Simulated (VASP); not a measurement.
# MgB₂: molecular dynamics at constant energy

MgB₂, P6/mmm (no. 191), 12 atoms in the cell. PBE, molecular dynamics; PAW potentials Mg, B (PBE set).

Ensemble: NVE; Starting temperature (K): 600.

## Input

INCAR:
```
SYSTEM = MgB2
  GGA = PE
  PREC = Normal
  ENCUT = 320
  EDIFF = 1E-6
  NELMIN = 4
  NELM = 60
  ALGO = Fast
  LREAL = Auto
  LASPH = .True.
  ISMEAR = -1
  SIGMA = 0.05
  ISYM = 0
  LWAVE = .False.
  LCHARG = .False.
  IBRION = 0
  NSW = 60
  POTIM = 1.0
  TEBEG = 600
  ISIF = 2
  RANDOM_SEED = 179756 0 0
  MDALGO = 2
  SMASS = -3
  KPAR = 2
```

KPOINTS:
```
k-points
0
Gamma
  2 2 3
```

POSCAR:
```
MgB2
1.0
    6.1700000000      0.0000000000      0.0000000000
   -3.0850000000      5.3433767414      0.0000000000
    0.0000000000      0.0000000000      3.5230000000
Mg B
4 8
Direct
    0.0000000000      0.0000000000      0.0000000000
    0.0000000000      0.5000000000      0.0000000000
    0.5000000000      0.0000000000      0.0000000000
    0.5000000000      0.5000000000      0.0000000000
    0.3333333334      0.1666666666      0.5000000000
    0.3333333334      0.6666666667      0.5000000000
    0.8333333333      0.1666666666      0.5000000000
    0.8333333334      0.6666666667      0.5000000000
    0.1666666667      0.3333333334      0.5000000000
    0.1666666667      0.8333333334      0.5000000000
    0.6666666666      0.3333333334      0.5000000000
    0.6666666666      0.8333333334      0.5000000000
```

Commands:
```
cat potpaw_PBE.64/Mg/POTCAR potpaw_PBE.64/B/POTCAR > POTCAR
mpirun -np 2 vasp_std > vasp.out
```

## Result

- Rise of the mean potential energy above the start (meV/atom): 35.5
- Mean temperature (K): 301
- Standard error of the mean temperature (K): 45
- Relative fluctuation of the kinetic energy: 0.367
- Canonical value of that fluctuation: 0.246
- Electronic steps per ionic step after the first: 4.2

Course of the run:

| Time (fs) | Temperature (K) | Potential energy less the first (meV/atom) |
|---|---|---|
| 1 | 600 | 0.0 |
| 6 | 481 | 14.1 |
| 10 | 294 | 36.4 |
| 15 | 139 | 54.8 |
| 19 | 136 | 55.1 |
| 24 | 216 | 45.6 |
| 28 | 270 | 39.1 |
| 33 | 299 | 35.7 |
| 37 | 312 | 34.2 |
| 42 | 339 | 31.0 |
| 46 | 354 | 29.3 |
| 51 | 324 | 32.7 |
| 55 | 274 | 38.7 |
| 60 | 273 | 38.9 |

The mean temperature lies below the starting 600 K, since the atoms start on their sites and part of their kinetic energy turns into potential energy.

REPORT:
```
MDALGO =   2
               SCALING =       0
                 CNEXP =     9.000   14.000
           RANDOM_SEED =            179756                0                0

   original number of atomic DOF:         33
   number of independent constraints:      0
   number of active DOF:                  33

========================================
         MD step No.       1
========================================

  Atomic velocities initialized by STEP_tb

  >Energies
                    E_tot             E_pot             E_kin               EPS                ES
   e_b>   -0.59875093E+02   -0.60728215E+02    0.85312191E+00    0.00000000E+00    0.00000000E+00

  >Temperature
               T_sim     T_inst
   tmprt>    600.000    600.001

  >Thermostat:
           s(n+1) sdot(n+1)      s(n)   sdot(n)        Qs
   s_b>   0.00000   0.00000   0.00000   0.00000  -3.00000

           RANDOM_SEED =            179756               72                0

[... steps left out ...]

========================================
         MD step No.      60
========================================

  >Energies
                    E_tot             E_pot             E_kin               EPS                ES
   e_b>   -0.59873935E+02   -0.60261406E+02    0.38747062E+00    0.00000000E+00    0.00000000E+00

  >Temperature
               T_sim     T_inst
   tmprt>    600.000    272.508

  >Thermostat:
           s(n+1) sdot(n+1)      s(n)   sdot(n)        Qs
   s_b>   0.00000   0.00000   0.00000   0.00000  -3.00000

           RANDOM_SEED =            179756               72                0
```

OSZICAR:
```
N       E                     dE             d eps       ncg     rms          rms(c)
DAV:   1     0.316757654178E+02    0.31676E+02   -0.10048E+04   376   0.799E+02
DAV:   2    -0.634700447887E+02   -0.95146E+02   -0.89689E+02   500   0.150E+02
DAV:   3    -0.673134417342E+02   -0.38434E+01   -0.37009E+01   488   0.307E+01
DAV:   4    -0.673698246429E+02   -0.56383E-01   -0.56280E-01   460   0.328E+00
DAV:   5    -0.673709512447E+02   -0.11266E-02   -0.11265E-02   480   0.443E-01    0.108E+01
RMM:   6    -0.615168075805E+02    0.58541E+01   -0.83853E+00   368   0.113E+01    0.486E+00
RMM:   7    -0.607253209285E+02    0.79149E+00   -0.51893E+00   368   0.907E+00    0.166E+00
RMM:   8    -0.607433612976E+02   -0.18040E-01   -0.35958E-01   368   0.304E+00    0.496E-01
RMM:   9    -0.607270251201E+02    0.16336E-01   -0.80982E-02   368   0.123E+00    0.817E-02
RMM:  10    -0.607286232420E+02   -0.15981E-02   -0.14689E-02   368   0.571E-01    0.114E-01
RMM:  11    -0.607282433657E+02    0.37988E-03   -0.12947E-03   368   0.204E-01    0.296E-02
RMM:  12    -0.607282078412E+02    0.35525E-04   -0.35632E-04   368   0.860E-02    0.581E-03
[... left out ...]
     58 T=   258. E= -.59873902E+02 F= -.60241237E+02 E0= -.60226982E+02  EK= 0.36733E+00 SP= 0.00E+00 SK= 0.00E+00
     59 T=   263. E= -.59873894E+02 F= -.60247511E+02 E0= -.60232401E+02  EK= 0.37362E+00 SP= 0.00E+00 SK= 0.00E+00
[... last step whole ...]
       N       E                     dE             d eps       ncg     rms          rms(c)
DAV:   1    -0.602613978146E+02   -0.13887E-01   -0.40523E-03   627   0.406E-01    0.462E-03
RMM:   2    -0.602614046357E+02   -0.68211E-05   -0.73860E-05   369   0.480E-02    0.253E-03
RMM:   3    -0.602614057396E+02   -0.11039E-05   -0.12474E-05   274   0.107E-02    0.140E-03
RMM:   4    -0.602614057430E+02   -0.33458E-08   -0.64153E-07   219   0.344E-03
     60 T=   273. E= -.59873935E+02 F= -.60261406E+02 E0= -.60245860E+02  EK= 0.38747E+00 SP= 0.00E+00 SK= 0.00E+00
```

Limits: 60 fs of 12 atoms are too short for converged averages; the cell is only 3.5 Å across, so each atom moves in step with near copies of itself.

VASP 6.6.1 took 290 s on 2 cores (AMD EPYC 7571), a shared host.
